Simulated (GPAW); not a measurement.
# HfO2 (P4_2/mnm) in GPAW: further runs

One crystal, HfO2, is run at these levels: LDA; tasks: band structure, equation of state.

All numbers are computed with GPAW 26.7.0; they aren't measurements. Logs are shortened: lines on timing, memory, paths and dates and some standing lists are left out, and cuts for length are marked. The log counts tension as positive stress, the text compression.

## Step 1: Starting point

The structure is tetragonal, space group P4_2/mnm (No. 136). The conventional cell has a = 4.814 Å, b = 4.814 Å, c = 3.205 Å, α = 90.00°, β = 90.00°, γ = 90.00°. Hf (site symmetry mmm) has 6 O at 2.08 Å as nearest neighbours. O (site symmetry m2m) has 3 Hf at 2.08 Å as nearest neighbours.

Measurements of this composition are mostly on another form, of space group No. 14.

## Step 2: Band structure, LDA

run.py reads:

```python
from ase import Atoms
from ase.dft.bandgap import bandgap
from ase.io import write
from ase.units import GPa
from gpaw import GPAW, PW

atoms = Atoms(['Hf', 'Hf', 'O', 'O', 'O', 'O'],
              cell=[[4.81353299, 0.0, 0.0],
                    [0.0, 4.81353299, 0.0],
                    [0.0, 0.0, 3.20541541]],
              scaled_positions=[[0.5, 0.5, 0.5],
                                [0.0, 0.0, 0.0],
                                [0.80504488, 0.19495512, 0.5],
                                [0.69495512, 0.69495512, 0.0],
                                [0.30504488, 0.30504488, 0.0],
                                [0.19495512, 0.80504488, 0.5]],
              pbc=True)

calc = GPAW(mode=PW(800),
            xc='LDA',
            kpts={'size': (4, 4, 6), 'gamma': True},
            occupations={'name': 'fermi-dirac', 'width': 0.05},
            nbands=43,
            convergence={'density': 1e-05, 'energy': 1e-05},
            maxiter=150,
            txt='gpaw.txt')
atoms.calc = calc
energy = atoms.get_potential_energy()
forces = atoms.get_forces()
stress = atoms.get_stress()
calc.write('gs.gpw')
write('result.traj', atoms)
print(f'Energy: {energy:.6f} eV')
print('Forces (eV/A):')
print(forces.round(4))
print('Stress (GPa):', (stress / GPa).round(3))
print('Fermi level:', round(calc.get_fermi_level(), 4), 'eV')
print(f'Gap: {bandgap(calc)[0]:.4f} eV, direct: {bandgap(calc, direct=True)[0]:.4f} eV')

path = atoms.cell.bandpath('GXMGZRAZ,XR,MA', npoints=100, eps=1e-4)
bs_calc = calc.fixed_density(kpts=path, symmetry='off', nbands=62,
                             convergence={'bands': 'CBM+6.0', 'eigenstates': 1e-6}, txt='bands.txt')
bs = bs_calc.band_structure()
bs.write('bs.json')
print(f'Gap on the path: {bandgap(bs_calc)[0]:.4f} eV')
```

Potentials or basis: the program's PAW data sets (release 1.2.1) made for this functional, pw.

The run is started by

```bash
$ OMP_NUM_THREADS=1 python run.py
```

gpaw.txt:

```text
__  _  _
 | _ |_)|_||  |
 |__||  | ||/\| - 26.7.0

Input parameters:
  mode=PW(ecut=800.0),
  convergence={'density': 1e-05, 'energy': 1e-05},
  kpts=MonkhorstPack(size=(4, 4, 6), gamma=True),
  maxiter=150,
  nbands=43,
  occupations=Occupations(name='fermi-dirac', width=0.05),
  xc=XC(name='LDA')

Diagonalizing LCAO Hamiltonian
Converting LCAO to pw mode
    .-----------.
   /|           |
  / |           |
 *  | O         |
 |  .----HfO----.
 | /       O   /
 |/   O       /
 Hf----------*

Atoms  # Å, Bohr magnetons
|   | symbol |        x |        y |        z |    initial magnetic moments |
|---|--------|----------|----------|----------|-----------------------------|
| 0 |     Hf | 2.406766 | 2.406766 | 1.602708 | ( 0.0000,  0.0000,  0.0000) |
| 1 |     Hf | 0.000000 | 0.000000 | 0.000000 | ( 0.0000,  0.0000,  0.0000) |
| 2 |      O | 3.875110 | 0.938423 | 1.602708 | ( 0.0000,  0.0000,  0.0000) |
| 3 |      O | 3.345189 | 3.345189 | 0.000000 | ( 0.0000,  0.0000,  0.0000) |
| 4 |      O | 1.468344 | 1.468344 | 0.000000 | ( 0.0000,  0.0000,  0.0000) |
| 5 |      O | 0.938423 | 3.875110 | 1.602708 | ( 0.0000,  0.0000,  0.0000) |

Unit cell  # Å
| periodic |        x |        y |        z |  lengths |    angles |
|----------|----------|----------|----------|----------|-----------|
|      yes | 4.813533 | 0.000000 | 0.000000 | 4.813533 | 90.000000 |
|      yes | 0.000000 | 4.813533 | 0.000000 | 4.813533 | 90.000000 |
|      yes | 0.000000 | 0.000000 | 3.205415 | 3.205415 | 90.000000 |

Number of symmetries: 8
Symmetry operations  # r_c * U_cc + t_c -> r_c
|   | kind |            matrix            |
|---|------|------------------------------|
| 0 |  E   |  1, 0, 0,  0, 1, 0,  0, 0, 1 |
| 1 |  σ   |  1, 0, 0,  0, 1, 0,  0, 0,-1 |
| 2 |  σ   |  0, 1, 0,  1, 0, 0,  0, 0, 1 |
| 3 |  C2  |  0, 1, 0,  1, 0, 0,  0, 0,-1 |
| 4 |  σ   |  0,-1, 0, -1, 0, 0,  0, 0, 1 |
| 5 |  C2  |  0,-1, 0, -1, 0, 0,  0, 0,-1 |
| 6 |  C2  | -1, 0, 0,  0,-1, 0,  0, 0, 1 |
| 7 |  i   | -1, 0, 0,  0,-1, 0,  0, 0,-1 |

BZ-sampling:
  Number of BZ points: 96
  Number of IBZ points: 28

  Monkhorst-Pack size: [4, 4, 6]
  Monkhorst-Pack shift: [0.125, 0.125, 0.08333333333333333]

K-points  # in reciprocal-cell coordinates
|     |                                coordinates |     weight |
|-----|--------------------------------------------|------------|
|   0 | (  0.00000000,   0.00000000,   0.00000000) | 0.01041667 |
|   1 | (  0.00000000,   0.00000000,   0.16666667) | 0.02083333 |
|   2 | (  0.00000000,   0.00000000,   0.33333333) | 0.02083333 |
|   3 | (  0.00000000,   0.00000000,   0.50000000) | 0.01041667 |
|   4 | (  0.25000000,  -0.25000000,   0.00000000) | 0.02083333 |
|   5 | (  0.25000000,  -0.25000000,   0.16666667) | 0.04166667 |
|   6 | (  0.25000000,  -0.25000000,   0.33333333) | 0.04166667 |
|   7 | (  0.25000000,  -0.25000000,   0.50000000) | 0.02083333 |
|   8 | (  0.25000000,   0.00000000,   0.00000000) | 0.04166667 |
|   9 | (  0.25000000,   0.00000000,   0.16666667) | 0.08333333 |
| ... |                                            |            |
|  27 | (  0.50000000,   0.50000000,   0.50000000) | 0.01041667 |

Plane wave coefficients: 3848
Cutoff: 800.0 eV

Spin-components: 1 (collinear spins)
Bands:           43
Projectors:      32
Spin-degeneracy: 2
Datatype:        complex128

Parallelization:
  kpt:    1
  domain: 1
  band:   1

Density:
  Valence electrons: 48.0
  Components: 1
  Grid points: [32 32 21]
  Charge: 0.0  # |e|

Potential:
  Grid points: [32 32 21]

species:
  Hf:
    name:    Hafnium
    Z:       72.0
    valence: 12
    core:    60
    charge:  0.0  # [|e|]
    compensation charges:
      type: gauss
      rc: 0.41  # [Å]
      lmax: 2
    cutoffs:
      filter: 2.36  # [Å]
      core: 4.02  # [Å]
    projectors
    | kind |    occ | energy [eV] | rcut [Å] |
    |------|--------|-------------|----------|
    |   5s |  2.000 |     -66.988 |    1.397 |
    |   6s |  2.000 |      -5.250 |    1.397 |
    |   5p |  6.000 |     -35.740 |    1.307 |
    |   6p |  0.000 |      -1.470 |    1.307 |
    |   5d |  2.000 |      -2.880 |    1.334 |
    |    d |        |      24.331 |    1.334 |

    Using partial waves for Hf as LCAO basis

  O:
    name:    Oxygen
    Z:       8.0
    valence: 6
    core:    2
    charge:  0.0  # [|e|]
    compensation charges:
      type: gauss
      rc: 0.21  # [Å]
      lmax: 2
    cutoffs:
      filter: 1.17  # [Å]
      core: 0.83  # [Å]
    projectors
    | kind |    occ | energy [eV] | rcut [Å] |
    |------|--------|-------------|----------|
    |   2s |  2.000 |     -23.752 |    0.688 |
    |   2p |  4.000 |      -9.195 |    0.598 |
    |    s |        |       3.459 |    0.688 |
    |    p |        |      18.016 |    0.598 |
    |    d |        |       0.000 |    0.619 |

    Using partial waves for O as LCAO basis

Reference energy: -827394.289250  # eV

eigensolver:
  PPCG
  Converge bands: occupied
  niter=2

density mixing:
  MSR1-Mixer
  Pratt-step length: 0.05
  Maximum mixing coefficient: 0.75
  Old densities: 10
  SVD Regularization: 0.005
  Good broyden scale: 1.0
  Trust region scale: 1.0
  Backstep threshold: 4.0
  History deletion threshold: 6.0
  Fourier metric: weight=20.0, sigma=0.015

occupation numbers:
  Fermi-Dirac:
    width: 0.0500  # eV

poisson solver:
  ecut: 6400.0  # eV

xc functional:
  name: None

convergence criteria:
[... 6 lines left out ...]
|iter     | |      energy | eigst |  dens |
|---------|-|-------------|-------|-------|
|iter:   1| |  -69.658309 | +0.25 |       |
|iter:   2| |  -67.504614 | -1.75 | -0.81 |
|iter:   3| |  -61.981635 | -0.85 | -0.86 |
|iter:   4| |  -61.922816 | -2.44 | -1.47 |
|iter:   5| |  -61.907449 | -3.05 | -1.72 |
|iter:   6| |  -61.906288 | -4.50 | -2.75 |
|iter:   7| |  -61.906305 | -6.14 | -3.31 |
|iter:   8| |  -61.906306c| -7.16 | -3.87 |
|iter:   9| |  -61.906306c| -8.14c| -4.60 |
|iter:  10| |  -61.906306c| -7.91c| -4.97 |
|iter:  11| |  -61.906306c| -8.84c| -5.55c|

Converged in 11 steps
Energy contributions relative to reference atoms: (reference = -827394.289250)

Energy contributions:
  Kinetic:          58.540508
  Coulomb:         -67.479246
  Zero:              0.456248
  External:          0.000000
  Xc:              -53.423816
  Entropy:          -0.000000
  Spinorbit:         0.000000
  ----------------------------
  Free energy:     -61.906306
  Extrapolated:    -61.906306

dipole moment: (-17.566084, -17.566084, -29.616962)  # |e|*Ang

Fermi level: 6.688
Eigenvalues  # (at kpt = [0.000, 0.000, 0.000])
| band index |      eig [eV] | occ [0-2] |
|------------|---------------|-----------|
|          0 |       -54.575 |     2.000 |
|        ... |               |           |
|         16 |         2.046 |     2.000 |
|         17 |         3.774 |     2.000 |
|         18 |         3.774 |     2.000 |
|         19 |         4.006 |     2.000 |
|         20 |         4.916 |     2.000 |
|         21 |         5.169 |     2.000 |
[... 8 lines left out ...]
|         30 |        13.467 |     0.000 |
|         31 |        14.020 |     0.000 |
|        ... |               |           |
|         42 |        25.224 |     0.000 |

Gap: 3.786 eV
Transition (v -> c):
  (s=0, k=0, n=23, [0.00, 0.00, 0.00]) -> (s=0, k=0, n=24, [0.00, 0.00, 0.00])
No difference between direct/indirect transitions

Forces  # eV/Ang
|        x |        y |       z |
|----------|----------|---------|
|  0.00000 | -0.00000 | 0.00000 |  # Hf   0
|  0.00000 |  0.00000 | 0.00000 |  # Hf   1
|  0.03324 | -0.03324 | 0.00000 |  # O    2
| -0.03317 | -0.03317 | 0.00000 |  # O    3
|  0.03317 |  0.03317 | 0.00000 |  # O    4
| -0.03324 |  0.03324 | 0.00000 |  # O    5

Stress tensor  # eV/Ang^3
|        x |        y |        z |
|----------|----------|----------|
| 0.022796 | 0.000000 | 0.000000 |
| 0.000000 | 0.022796 | 0.000000 |
| 0.000000 | 0.000000 | 0.030929 |

# Writing to gs.gpw (mode='')
```

Run time: 4 min. Hardware: 1 thread of AMD EPYC 7R43 (Zen 3), shared host; peak memory 0.79 GiB.

What came out:

```
Free energy             : -61.9063 eV
Pressure                : -4.1 GPa
Largest force           : 0.047 eV/Å
Band gap on the k mesh  : 3.79 eV, direct
Band gap along the path : 3.79 eV, direct
```

Forces on the atoms (eV/Å):
```
Hf   0.000  0.000  0.000
Hf   0.000  0.000  0.000
O    0.033 -0.033  0.000
O   -0.033 -0.033  0.000
O    0.033  0.033  0.000
O   -0.033  0.033  0.000
```

Levels at the corners of the path, in eV from the valence-band top:
| point | band 21 | band 22 | band 23 | band 24 | band 25 | band 26 | band 27 | band 28 |
| --- | --- | --- | --- | --- | --- | --- | --- | --- |
| Γ | -0.73 | -0.48 | -0.48 | 0.00 | 3.79 | 3.96 | 5.07 | 5.44 |
| X | -1.48 | -1.48 | -0.68 | -0.68 | 4.48 | 4.48 | 6.08 | 6.08 |
| M | -1.14 | -1.14 | -0.83 | -0.83 | 4.05 | 4.05 | 5.50 | 5.50 |
| Γ | -0.73 | -0.48 | -0.48 | 0.00 | 3.79 | 3.96 | 5.07 | 5.44 |
| Z | -2.08 | -2.08 | -0.98 | -0.98 | 5.48 | 5.48 | 5.96 | 5.96 |
| R | -1.79 | -1.79 | -0.94 | -0.94 | 4.00 | 4.00 | 6.20 | 6.20 |
| A | -1.12 | -1.12 | -0.51 | -0.51 | 4.97 | 4.97 | 5.73 | 5.73 |
| Z | -2.08 | -2.08 | -0.98 | -0.98 | 5.48 | 5.48 | 5.96 | 5.96 |
| X | -1.48 | -1.48 | -0.68 | -0.68 | 4.48 | 4.48 | 6.08 | 6.08 |
| R | -1.79 | -1.79 | -0.94 | -0.94 | 4.00 | 4.00 | 6.20 | 6.20 |
| M | -1.14 | -1.14 | -0.83 | -0.83 | 4.05 | 4.05 | 5.50 | 5.50 |
| A | -1.12 | -1.12 | -0.51 | -0.51 | 4.97 | 4.97 | 5.73 | 5.73 |

Caveat: spin-orbit coupling is left out, which moves the levels of the heavy elements.

## Step 3: Equation of state, LDA

run.py reads:

```python
from ase import Atoms
from ase.eos import EquationOfState
from ase.io import Trajectory
from ase.units import GPa
from gpaw import GPAW, PW

atoms = Atoms(['Hf', 'Hf', 'O', 'O', 'O', 'O'],
              cell=[[4.81353299, 0.0, 0.0],
                    [0.0, 4.81353299, 0.0],
                    [0.0, 0.0, 3.20541541]],
              scaled_positions=[[0.5, 0.5, 0.5],
                                [0.0, 0.0, 0.0],
                                [0.80504488, 0.19495512, 0.5],
                                [0.69495512, 0.69495512, 0.0],
                                [0.30504488, 0.30504488, 0.0],
                                [0.19495512, 0.80504488, 0.5]],
              pbc=True)

traj = Trajectory('eos.traj', 'w')
volumes, energies = [], []
for x in [0.94, 0.96, 0.98, 1.0, 1.02, 1.04, 1.06]:
    a = atoms.copy()
    a.set_cell(atoms.cell * x**(1 / 3), scale_atoms=True)
    calc = GPAW(mode=PW(800),
                xc='LDA',
                kpts={'size': (4, 4, 6), 'gamma': True},
                occupations={'name': 'fermi-dirac', 'width': 0.05},
                nbands=43,
                convergence={'density': 1e-05, 'energy': 1e-05},
                maxiter=150,
                txt=f'eos-{x:.2f}.txt')
    a.calc = calc
    energies.append(a.get_potential_energy(force_consistent=True))
    volumes.append(a.get_volume())
    p = -a.get_stress()[:3].mean() / GPa
    calc.write(f'eos-{x:.2f}.gpw')
    traj.write(a)
    print(f'{x:.2f} {volumes[-1]:10.4f} A^3 {energies[-1]:14.6f} eV {p:9.3f} GPa', flush=True)

v0, e0, B = EquationOfState(volumes, energies, eos='birchmurnaghan').fit()
print(f'V0 = {v0:.4f} A^3, E0 = {e0:.6f} eV, B0 = {B / GPa:.2f} GPa')
```

Potentials or basis: the program's PAW data sets (release 1.2.1) made for this functional, pw.

The run is started by

```bash
$ OMP_NUM_THREADS=1 python run.py
```

Run time: 9.7 min. Hardware: 1 thread of AMD EPYC 7R43 (Zen 3), shared host; peak memory 0.58 GiB.

The run converged. Its results:

```
Equilibrium volume                        : 12.18 Å³/atom
Bulk modulus at fixed shape and positions : 249 GPa
Pressure derivative of the bulk modulus   : 4.3
```

Energy against volume, from the lowest point:
```csv
volume (Å³/atom),energy (meV/atom)
11.636,20.15
11.883,5.61
12.131,0.00
12.378,2.36
12.626,11.89
12.873,27.87
13.121,49.64
```

Caveat: the cell was scaled at fixed shape and fractional positions, which overstates the stiffness of a crystal with free parameters, most of all of layers and chains.
